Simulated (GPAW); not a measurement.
Write an ASE script for GPAW 26.7.0 that does the following.

| Quantity | Value |
| --- | --- |
| Task | single point |
| Functional | PBE |
| Potentials or basis | GPAW PAW data sets (gpaw-data 1.2.1) |
| Cutoff | 1200 eV |
| Basis | pw |
| k mesh | 11 × 11 × 11 |
| Occupations | fermi-dirac, width 0.05 eV |
| Spin | no spin polarisation |
| Maxiter | 60 |

The system is Ta.

```
Ta
1.0
    -1.65128    1.65128    1.65128
     1.65128   -1.65128    1.65128
     1.65128    1.65128   -1.65128
Ta
1
Direct
  0.00000 0.00000 0.00000
```

One way to write it, as run:

run.py

```python
from ase import Atoms
from ase.dft.bandgap import bandgap
from ase.io import write
from ase.units import GPa
from gpaw import GPAW, PW

atoms = Atoms(['Ta'],
              cell=[[-1.65128, 1.65128, 1.65128],
                    [1.65128, -1.65128, 1.65128],
                    [1.65128, 1.65128, -1.65128]],
              scaled_positions=[[0.0, 0.0, 0.0]],
              pbc=True)

calc = GPAW(mode=PW(1200),
            xc='PBE',
            kpts={'size': (11, 11, 11), 'gamma': True},
            occupations={'name': 'fermi-dirac', 'width': 0.05},
            nbands=15,
            convergence={'density': 1e-05, 'energy': 1e-05},
            maxiter=60,
            txt='gpaw.txt')
atoms.calc = calc
energy = atoms.get_potential_energy()
forces = atoms.get_forces()
stress = atoms.get_stress()
calc.write('gs.gpw')
write('result.traj', atoms)
print(f'Energy: {energy:.6f} eV')
print('Forces (eV/A):')
print(forces.round(4))
print('Stress (GPa):', (stress / GPa).round(3))
print('Fermi level:', round(calc.get_fermi_level(), 4), 'eV')
print(f'Gap: {bandgap(calc)[0]:.4f} eV, direct: {bandgap(calc, direct=True)[0]:.4f} eV')
```

Potentials or basis: GPAW PAW data sets (gpaw-data 1.2.1), pw.

Launch:

```sh
$ OMP_NUM_THREADS=1 python run.py
```

It gave:

```
Pressure               : 2.9 GPa
Band gap on the k mesh : none (metal or under the smearing width)
```

Run time: 23 s on 1 thread of Arm Neoverse V1, with other jobs on the host, peak memory 0.18 GiB.
